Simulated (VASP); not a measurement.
Write the native input for VASP 6.6.1 that does the following.

| Property | Result |
| --- | --- |
| Task | single point |
| Functional | r2SCAN |
| Potentials or basis | VASP PAW PBE potentials, release 64 (Ta_pv, S) |
| Cutoff | 520 eV |
| k mesh | 7 × 7 × 3 |
| Occupations | gaussian, width 0.05 eV |
| Spin | collinear spin, ferromagnetic start |
| Starting moments | [0.5, 0.0, 0.0] μB |
| Fixed moment | 0 μB |
| Further INCAR settings | ALGO = Normal; EDIFF = 1e-06 |

The structure of TaS2 lies in POSCAR:

```
TaS2
1.0
    3.3500014000      0.0000000000      0.0000000000
   -1.6750007000      2.9011863100      0.0000000000
    0.0000000000      0.0000000000      5.8599987400
Ta S
1 2
Direct
    0.0000000000      0.0000000000      0.0000000000
    0.3333333333      0.6666666667      0.2500000000
    0.6666666667      0.3333333333      0.7500000000
```

The input as run:

INCAR

```
PREC     = Accurate       # precision mode
ENCUT    = 520            # plane-wave cutoff, eV
EDIFF    = 1E-6           # SCF threshold, eV
ISMEAR   = 0              # smearing method
SIGMA    = 0.05           # smearing width, eV
LREAL    = False          # projectors in reciprocal space
LASPH    = True           # aspherical terms in the spheres
NELM     = 100            # most SCF steps
ALGO     = Normal         # electronic algorithm
ISIF     = 2              # what is computed and relaxed
LWAVE    = False          # write WAVECAR
LCHARG   = False          # write CHGCAR
ISPIN    = 2              # spin polarisation
MAGMOM   = 0.5 0 0        # initial moments
LORBIT   = 11             # projections on sites
NUPDOWN  = 0              # fixed moment
LMAXMIX  = 4              # l up to which the mixer works
METAGGA  = R2SCAN         # meta-GGA
LMIXTAU  = True
```

KPOINTS

```
Automatic mesh
0
Gamma
  7 7 3
```

Potentials or basis: VASP PAW PBE potentials, release 64 (Ta_pv, S).

Run with:

```bash
$ cat potpaw_PBE.64/Ta_pv/POTCAR potpaw_PBE.64/S/POTCAR > POTCAR
$ mpirun -np 1 vasp_std > vasp.out
```

It gave:

The pressure is 7.8 GPa and the largest force is 0.990 eV/Å. The net moment is 0.00 μB per cell and the valence electrons inside the program's atomic spheres are Ta 8.89; S 3.78.

Caveat: the PAW data sets were made with another functional, which shifts forces and pressure a little; the total moment is fixed, so each spin has its own Fermi level.

It took 2.4 min on 1 thread of Intel(R) Xeon(R) Platinum 8259CL CPU @ 2.50GHz (Skylake/Cascade Lake), with other jobs on the host, peak memory 0.24 GiB.
